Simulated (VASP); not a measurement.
# KTaO3 (P4/mmm) in VASP: notebook

Runs on KTaO3. Level: LDA. Tasks: single point.

All numbers are computed with VASP 6.6.1; they aren't measurements. Logs are shortened: lines on timing, memory, paths and dates and some standing lists are left out, and cuts for length are marked.

## (1) The structure

Symmetry: P4/mmm, No. 123, tetragonal system. The conventional cell has a = 3.903 Å, b = 3.903 Å, c = 3.969 Å, α = 90.00°, β = 90.00°, γ = 90.00°. K (site symmetry 4/mmm) has 12 O at 2.76 to 2.78 Å as nearest neighbours. Ta (site symmetry 4/mmm) has 6 O at 1.95 to 1.98 Å as nearest neighbours. O (site symmetry 4/mmm) has 2 Ta at 1.98 Å as nearest neighbours. O (site symmetry mmm) has 2 Ta at 1.95 Å as nearest neighbours.

The cell was built by a generator and isn't the measured one.

## (2) Single point, LDA

The input, INCAR:

```
SYSTEM = KTaO3
ALGO     = Fast           ! electronic algorithm
EDIFF    = 1E-6           ! SCF threshold, eV
ENCUT    = 520            ! plane-wave cutoff, eV
ISIF     = 2              ! what is computed and relaxed
ISMEAR   = 0              ! smearing method
LASPH    = .TRUE.         ! aspherical terms in the spheres
LCHARG   = .FALSE.        ! write CHGCAR
LREAL    = .FALSE.        ! projectors in reciprocal space
LWAVE    = .FALSE.        ! write WAVECAR
NBANDS   = 27             ! bands
NELM     = 100            ! most SCF steps
PREC     = Accurate       ! precision mode
SIGMA    = 0.02           ! smearing width, eV
```

The input, KPOINTS:

```
k-points
0
G
  8 8 8
  0 0 0
```

The input, POSCAR:

```
KTaO3
1.0
    3.9030659996      0.0000000000      0.0000000000
    0.0000000000      3.9030659996      0.0000000000
    0.0000000000      0.0000000000      3.9688777913
K Ta O
1 1 3
Direct
    0.0000000000      0.0000000000      0.0000000000
    0.5000000000      0.5000000000      0.5000000000
    0.5000000000      0.5000000000      0.0000000000
    0.5000000000      0.0000000000      0.5000000000
    0.0000000000      0.5000000000      0.5000000000
```

Potentials or basis: VASP PAW LDA potentials, release 64 (K_sv, Ta_pv, O).

Started as:

```bash
$ cat potpaw_LDA.64/K_sv/POTCAR potpaw_LDA.64/Ta_pv/POTCAR potpaw_LDA.64/O/POTCAR > POTCAR
$ mpirun -np 1 vasp_std > vasp.out
```

OUTCAR:

```text
SYSTEM = KTaO3
   EDIFF = 1E-6
   ENCUT = 520
   ISIF = 2
   ISMEAR = 0
   LASPH = .TRUE.
   LREAL = .FALSE.
   NELM = 100
   PREC = Accurate

 ion  position               nearest neighbor table
   1  0.000  0.000  0.000-   3 2.76   3 2.76   3 2.76   3 2.76   5 2.78   4 2.78   5 2.78   5 2.78
                             5 2.78   4 2.78   4 2.78   4 2.78   2 3.40   2 3.40   2 3.40   2 3.40
   2  0.500  0.500  0.500-   4 1.95   5 1.95   4 1.95   5 1.95   3 1.98   3 1.98   1 3.40   1 3.40
                             1 3.40   1 3.40   1 3.40   1 3.40   1 3.40   1 3.40
   3  0.500  0.500  0.000-   2 1.98   2 1.98   1 2.76   1 2.76   1 2.76   1 2.76
   4  0.500  0.000  0.500-   2 1.95   2 1.95   1 2.78   1 2.78   1 2.78   1 2.78
   5  0.000  0.500  0.500-   2 1.95   2 1.95   1 2.78   1 2.78   1 2.78   1 2.78

  LATTYP: Found a simple tetragonal cell.
 ALAT       =     3.9030659996
 C/A-ratio  =     1.0168615626

  Lattice vectors:

 A1 = (   3.9030659996,   0.0000000000,   0.0000000000)
 A2 = (   0.0000000000,   3.9030659996,   0.0000000000)
 A3 = (   0.0000000000,   0.0000000000,   3.9688777913)

Analysis of symmetry for initial positions (statically):
=====================================================================
 Subroutine PRICEL returns:
 Original cell was already a primitive cell.

 Routine SETGRP: Setting up the symmetry group for a
 simple tetragonal supercell.

 Subroutine GETGRP returns: Found 16 space group operations
 (whereof 16 operations were pure point group operations)
 out of a pool of 16 trial point group operations.

The static configuration has the point symmetry D_4h.

Analysis of symmetry for dynamics (positions and initial velocities):
=====================================================================
 Subroutine PRICEL returns:
 Original cell was already a primitive cell.

 Routine SETGRP: Setting up the symmetry group for a
 simple tetragonal supercell.

 Subroutine GETGRP returns: Found 16 space group operations
 (whereof 16 operations were pure point group operations)
 out of a pool of 16 trial point group operations.

The dynamic configuration has the point symmetry D_4h.

 Subroutine INISYM returns: Found 16 space group operations
 (whereof 16 operations are pure point group operations),
 and found     1 'primitive' translations

----------------------------------------------------------------------------------------
[... 101 lines left out ...]
   EDIFFG = 0.1E-04   stopping-criterion for IOM
   NSW    =      0    number of steps for IOM
   IBRION =     -1    ionic relax: 0-MD 1-quasi-New 2-CG
   NFREE  =      0    steps in history (QN), initial steepest desc. (CG)
   ISIF   =      2    stress and relaxation
   ISYM   =      2    0-nonsym 1-usesym 2-fastsym
   POTIM  = 0.5000    time-step for ionic-motion
   TEBEG  =    0.0;   TEEND  =   0.0 temperature during run
   PSTRESS=    0.0 pullay stress
   NELECT =      38.0000    total number of electrons
   NUPDOWN=      -1.0000    fix difference up-down
   EMIN   =  10.00;   EMAX   =-10.00  energy-range for DOS
   EFERMI =   0.00;   METHOD = LEGACY
   ISMEAR =     0;   SIGMA  =   0.02  broadening in eV -4-tet -1-fermi 0-gaus
   EFERMI_NEDOS =   21; number of points for ismear=-14 and -15
   IALGO  =     68    algorithm
   IMIX   =      4    mixing-type and parameters
     AMIX     =   0.40;   BMIX     =  1.00
     AMIX_MAG =   1.60;   BMIX_MAG =  1.00
  volume/ion in A,a.u.               =      12.09        81.60
  Fermi-wavevector in a.u.,A,eV,Ry     =   1.402306  2.649974 26.755349  1.966463
  Thomas-Fermi vector in A             =   2.525081
   LORBIT       =      0    0 simple, 1 ext, 2 COOP (PROOUT), +10 PAW based schemes
   GGA     = CA    functional components
   LHFCALC =     F    Hartree Fock is set to
   AEXX    =    0.0000 exact exchange contribution
   IVDW    =     0    specifies the selected vdW correction
   LEPSILON=     F    determine dielectric tensor
   LRPA    =     F    only Hartree local field effects (RPA)
 non-spin polarized calculation
 RMM-DIIS sequential band-by-band and
 Gauss-broadening in eV      SIGMA  =   0.02
  energy-cutoff  :      520.00
  volume of cell :       60.46
 maximum number of plane-waves:      1643
 NGX is ok and might be reduce to    30
   NGX = 15   NGY = 15   NGZ = 15

 number of electron      38.0000000 magnetization

 Free energy of the ion-electron system (eV)
  ---------------------------------------------------
  ext. energy  EPLUGINS =         0.00000000
  ---------------------------------------------------
  free energy    TOTEN  =       -45.01027077 eV

  energy without entropy =      -45.01027077  energy(sigma->0) =      -45.01027077

 E-fermi :   1.9581     XC(G=0): -11.6770

 val. band max:        1.8741864103   @ k =   0.5000   0.5000   0.5000
 cond. band min:       3.9729924685   @ k =   0.0000   0.0000   0.0000
 fundamental gap:      2.0988060581
 Fermi energy:         1.9580559771

 k-point     1 :       0.0000    0.0000    0.0000
  band No.  band energies     occupation
      1     -31.8513      2.00000
      2     -31.8513      2.00000
      3     -31.8143      2.00000
      4     -24.9762      2.00000
      5     -15.5857      2.00000
      6     -14.9014      2.00000
[... 709 lines left out ...]
     26      11.5934      0.00000
     27      12.6244      0.00000

 [... further k-points ...]

------------------------ aborting loop because EDIFF is reached ----------------------------------------

  FORCE on cell =-STRESS in cart. coord.  units (eV):
  Direction    XX          YY          ZZ          XY          YZ          ZX
  --------------------------------------------------------------------------------------
  -------------------------------------------------------------------------------------
  Total        3.3151146      3.3151146      0.5154584      0.0000000     -0.0000000      0.0000000
  in kB       87.8475413     87.8475413     13.6591826      0.0000000     -0.0000000      0.0000000
  external PRESSURE =      63.1180884 kB  Pullay stress =       0.0000000 kB

 VOLUME and BASIS-vectors are now :
 -----------------------------------------------------------------------------
  energy-cutoff  :      520.00
  volume of cell :       60.46
      direct lattice vectors                 reciprocal lattice vectors
     3.903066000  0.000000000  0.000000000     0.256208837  0.000000000  0.000000000
     0.000000000  3.903066000  0.000000000     0.000000000  0.256208837  0.000000000
     0.000000000  0.000000000  3.968877791     0.000000000  0.000000000  0.251960391

 POSITION                                       TOTAL-FORCE (eV/Angst)
 -----------------------------------------------------------------------------------
      0.00000      0.00000      0.00000         0.000000      0.000000      0.000000
      1.95153      1.95153      1.98444         0.000000      0.000000      0.000000
      1.95153      1.95153      0.00000         0.000000      0.000000      0.000000
      1.95153      0.00000      1.98444         0.000000      0.000000      0.000000
      0.00000      1.95153      1.98444         0.000000      0.000000      0.000000
 -----------------------------------------------------------------------------------
    total drift:                                0.000000      0.000000     -0.000000

  FREE ENERGIE OF THE ION-ELECTRON SYSTEM (eV)
  ---------------------------------------------------
  free  energy   TOTEN  =       -45.0102707703 eV

  energy  without entropy=      -45.0102707703  energy(sigma->0) =      -45.01027077
```

stdout:

```text
POSCAR found type information on POSCAR K TaO
 POSCAR found :  3 types and       5 ions
 scaLAPACK will be used
 LDA part: xc-table for (Slater(with rela. corr.)+CA(PZ))
 , standard interpolation
 POSCAR, INCAR and KPOINTS ok, starting setup
 FFT: planning ... GRIDC
 FFT: planning ... GRID_SOFT
 FFT: planning ... GRID
 WAVECAR not read
 entering main loop
WARNING in EDDRMM: call to ZHEGV failed, returncode =   6  3     17
WARNING in EDDRMM: call to ZHEGV failed, returncode =   8  4     15
WARNING in EDDRMM: call to ZHEGV failed, returncode =   8  4     17
WARNING in EDDRMM: call to ZHEGV failed, returncode =   6  3     16
WARNING in EDDRMM: call to ZHEGV failed, returncode =   8  4     15
WARNING in EDDRMM: call to ZHEGV failed, returncode =   6  3     15
WARNING in EDDRMM: call to ZHEGV failed, returncode =   6  3     22
WARNING in EDDRMM: call to ZHEGV failed, returncode =   6  3     15
WARNING in EDDRMM: call to ZHEGV failed, returncode =   6  3     17
WARNING in EDDRMM: call to ZHEGV failed, returncode =   8  4     21
WARNING in EDDRMM: call to ZHEGV failed, returncode =   6  3     17
WARNING in EDDRMM: call to ZHEGV failed, returncode =   6  3     12
```

Run time: 2.5 min. Hardware: 1 thread of AMD EPYC 7R13 (Zen 3), shared host; peak memory 0.2 GiB.

Results:

```yaml
Free_energy: -45.0103 eV
Pressure: 6.3 GPa
Band_gap_on_the_k_mesh: 2.10 eV, indirect (least direct gap 2.69 eV)
```

Levels at points of the mesh, in eV from the valence-band top:
| k point | band 17 | band 18 | band 19 | band 20 | band 21 | band 22 |
| --- | --- | --- | --- | --- | --- | --- |
| (0.00, 0.00, 0.00) | -0.62 | -0.59 | -0.59 | 2.10 | 2.10 | 2.13 |
| (0.50, 0.00, 0.00) | -1.68 | -0.86 | -0.82 | 2.30 | 5.33 | 5.33 |
| (0.50, 0.50, 0.00) | -1.40 | -1.40 | -0.06 | 5.37 | 5.37 | 6.76 |
| (0.00, 0.00, 0.50) | -1.73 | -0.86 | -0.86 | 2.30 | 5.10 | 5.10 |
| (0.50, 0.00, 0.50) | -1.57 | -1.54 | -0.05 | 5.15 | 5.37 | 6.60 |
| (0.50, 0.50, 0.50) | -0.02 | 0.00 | 0.00 | 6.79 | 6.79 | 6.94 |

Caveat: spin-orbit coupling is left out, which moves the levels of the heavy elements.

## (3) Single point, LDA

This run uses another cell than the first one, of 12.22 Å³/atom, 1.011 times its volume.

The input, INCAR:

```
SYSTEM = KTaO3
PREC = Accurate ; ENCUT = 520
EDIFF = 1E-6 ; ISMEAR = 0
SIGMA = 0.02 ; LREAL = .FALSE.
LASPH = .TRUE. ; NELM = 100
ALGO = Fast ; ISIF = 2
LWAVE = .FALSE. ; LCHARG = .TRUE.
LELF = .TRUE. ; LVHAR = .TRUE.
NBANDS = 27
```

The input, KPOINTS:

```
Automatic mesh
0
G
  8 8 8
  0 0 0
```

POSCAR, as its differences from that of step 2:

```diff
@@ -4,3 +4,3 @@
     0.0000000000      3.9030659996      0.0000000000
-    0.0000000000      0.0000000000      3.9688777913
+    0.0000000000      0.0000000000      4.0114884294
 K Ta O
```

Potentials or basis: VASP PAW LDA potentials, release 64 (K_sv, Ta_pv, O).

Started as:

```bash
$ cat potpaw_LDA.64/K_sv/POTCAR potpaw_LDA.64/Ta_pv/POTCAR potpaw_LDA.64/O/POTCAR > POTCAR
$ mpirun -np 1 vasp_std > vasp.out
```

Run time: 2.7 min. Hardware: 1 thread of AMD EPYC 7R13 (Zen 3), shared host; peak memory 0.2 GiB.

It converged, with:

```yaml
Free_energy: -45.0062 eV
Pressure: 3.9 GPa
Band_gap_on_the_k_mesh: 2.07 eV, indirect (least direct gap 2.66 eV)
```

Stress tensor (GPa, compression positive):
```
 7.78  0.00  0.00
 0.00  7.78  0.00
 0.00  0.00 -3.72
```

Levels at points of the mesh, in eV from the valence-band top:
| k point | band 17 | band 18 | band 19 | band 20 | band 21 | band 22 |
| --- | --- | --- | --- | --- | --- | --- |
| (0.00, 0.00, 0.00) | -0.64 | -0.59 | -0.59 | 2.07 | 2.07 | 2.11 |
| (0.50, 0.00, 0.00) | -1.64 | -0.88 | -0.81 | 2.26 | 5.30 | 5.30 |
| (0.50, 0.50, 0.00) | -1.32 | -1.32 | -0.07 | 5.34 | 5.34 | 6.74 |
| (0.00, 0.00, 0.50) | -1.72 | -0.88 | -0.88 | 2.27 | 4.93 | 4.93 |
| (0.50, 0.00, 0.50) | -1.60 | -1.57 | -0.06 | 4.98 | 5.33 | 6.48 |
| (0.50, 0.50, 0.50) | -0.03 | 0.00 | 0.00 | 6.66 | 6.66 | 6.90 |

Caveat: spin-orbit coupling is left out, which moves the levels of the heavy elements. A k mesh can miss the band edges.

## (4) Single point, LDA

This run uses another cell than the first one, of 12.22 Å³/atom, 1.011 times its volume.

The input, INCAR:

```
SYSTEM = KTaO3
PREC = Accurate
ENCUT = 520
EDIFF = 1E-6
ISMEAR = 0
SIGMA = 0.1
LREAL = .FALSE.
LASPH = .TRUE.
NELM = 100
ALGO = Fast
ISIF = 2
LWAVE = .FALSE.
LCHARG = .FALSE.
GGA = CA
NBANDS = 27
```

The input, KPOINTS:

```
Automatic mesh
0
G
  6 6 4
  0 0 0
```

POSCAR is that of step 3.

Started as:

```bash
$ cat potpaw_LDA.64/K_sv/POTCAR potpaw_LDA.64/Ta_pv/POTCAR potpaw_LDA.64/O/POTCAR > POTCAR
$ mpirun -np 1 vasp_std > vasp.out
```

It took 56 s on 1 thread of AMD EPYC 7R13 (Zen 3), shared host; peak memory 0.15 GiB.

The run converged. Its results:

* Free energy: -44.9974 eV
* Pressure: 4.0 GPa
* Band gap on the k mesh: 2.06 eV, indirect (least direct gap 2.65 eV)

Stress tensor (GPa, compression positive):
```
 7.77  0.00  0.00
 0.00  7.77  0.00
 0.00  0.00 -3.67
```

Levels at points of the mesh, in eV from the valence-band top:
```
           k point  band 15  band 16  band 17  band 18  band 19  band 20  band 21  band 22  band 23  band 24
(0.00, 0.00, 0.00)    -1.10    -1.10    -0.64    -0.59    -0.59     2.06     2.06     2.10     6.50     7.09
(0.50, 0.00, 0.00)    -2.27    -2.24    -1.64    -0.87    -0.81     2.26     5.29     5.29     7.03     8.92
(0.50, 0.50, 0.00)    -3.23    -1.58    -1.31    -1.31    -0.08     5.33     5.33     6.73     7.65    10.21
(0.00, 0.00, 0.50)    -2.40    -2.37    -1.73    -0.88    -0.88     2.26     4.92     4.92     7.47     8.98
(0.50, 0.00, 0.50)    -2.79    -1.62    -1.60    -1.57    -0.06     4.97     5.32     6.47     8.37     9.99
(0.50, 0.50, 0.50)    -3.99    -3.99    -0.04     0.00     0.00     6.65     6.65     6.89     8.74     8.74
```

Caveat: spin-orbit coupling is left out, which moves the levels of the heavy elements. A k mesh can miss the band edges.

## (5) Overview

```csv
cell,k mesh,smearing,gap on the mesh (eV),pressure (GPa)
"P4/mmm, 12.09 Å³/atom",8 × 8 × 8,gaussian 0.02 eV,2.10,6.3
"P4/mmm, 12.22 Å³/atom",8 × 8 × 8,gaussian 0.02 eV,2.07,3.9
"P4/mmm, 12.22 Å³/atom",6 × 6 × 4,gaussian 0.1 eV,2.06,4.0
```

Alike in all rows: task single point; level LDA; potentials or basis VASP PAW LDA potentials, release 64 (K_sv, Ta_pv, O); no spin polarisation; cutoff (eV) 520.

On the cell as given the gap runs from 2.06 eV (LDA) to 2.10 eV (LDA); the meshes differ, which moves gaps too.

Caveats: spin-orbit coupling is left out, which moves the levels of the heavy elements.

Absolute energies hang on the potentials; compare differences alone.
